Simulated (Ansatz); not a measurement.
YN built on the rocksalt prototype, relaxed with r2SCAN: 8 runs in Ansatz 0.2.0, each a construction of maximally localised Wannier functions. Space group Fm-3m (No. 225), cubic; a = 4.896 Å in the conventional setting, 14.67 Å³ an atom. Around Y lie 6 N at 2.45 Å; around N lie 6 Y at 2.45 Å. The values are computed, spin-unpolarised, and not measurements.

```xyz
2
Lattice="0.0000 2.4480 2.4480 2.4480 0.0000 2.4480 2.4480 2.4480 0.0000" Properties=species:S:1:pos:R:3 pbc="T T T"
Y     0.0000    0.0000    0.0000
N     2.4480    2.4480    2.4480
```

Windows count from the top of the filled bands; a dash means that no such window was set (without an outer window there is no disentanglement). Rows marked drawn have settings drawn at random (some not listed).

```csv
functional,SCF mesh,trial orbitals,functions,mesh,window (eV),frozen (eV),settings,Ω total (Å²),Ω invariant (Å²),largest spread (Å²),least projectability,"interpolation miss of the model's filled bands (eV, to the nearest computed level)"
PBE,8×8×8,"N s, N p",4,6×6×6,–,–,chosen,6.49,5.65,1.62,0.79,0.105
PBE,8×8×8,"N s, N p",4,8×8×8,–,–,chosen,6.83,5.97,1.71,0.76,0.059
PBE,8×8×8,N p,3,6×6×6,–,–,chosen,6.11,5.96,2.04,0.79,0.105
r2SCAN,8×8×8,"N s, N p",4,6×6×6,–,–,chosen,6.23,5.42,1.56,0.82,0.094
HSE06,6×6×6,"N s, N p",4,6×6×6,–,–,chosen,6.13,5.33,1.53,0.83,–
PBE,8×8×8,N p,3,5×5×5,–,–,drawn,5.82,5.69,1.94,0.81,0.174
PBE,8×8×8,"N s, N p",4,6×6×6,-15.2 to +4.8,–,drawn,5.66,4.91,1.42,0.85,0.451
```

**Question.** Estimate from these rows what the further settings give.
```tsv
functional	SCF mesh	trial orbitals	functions	mesh	window (eV)	frozen (eV)	settings
PBE	8×8×8	N s, N p	4	4×4×4	–	–	chosen
```

**Answer.**
```
functional  SCF mesh  trial orbitals  functions   mesh  window (eV)  frozen (eV)  settings  Ω total (Å²)  Ω invariant (Å²)  largest spread (Å²)  least projectability  interpolation miss of the model's filled bands (eV, to the nearest computed level)
       PBE     8×8×8        N s, N p          4  4×4×4            –            –    chosen          5.77              5.01                 1.44                  0.82                                                                               0.234
```

For N s, N p with PBE the spread goes 5.77 Å² (4×4×4), 6.49 Å² (6×6×6), 6.83 Å² (8×8×8).
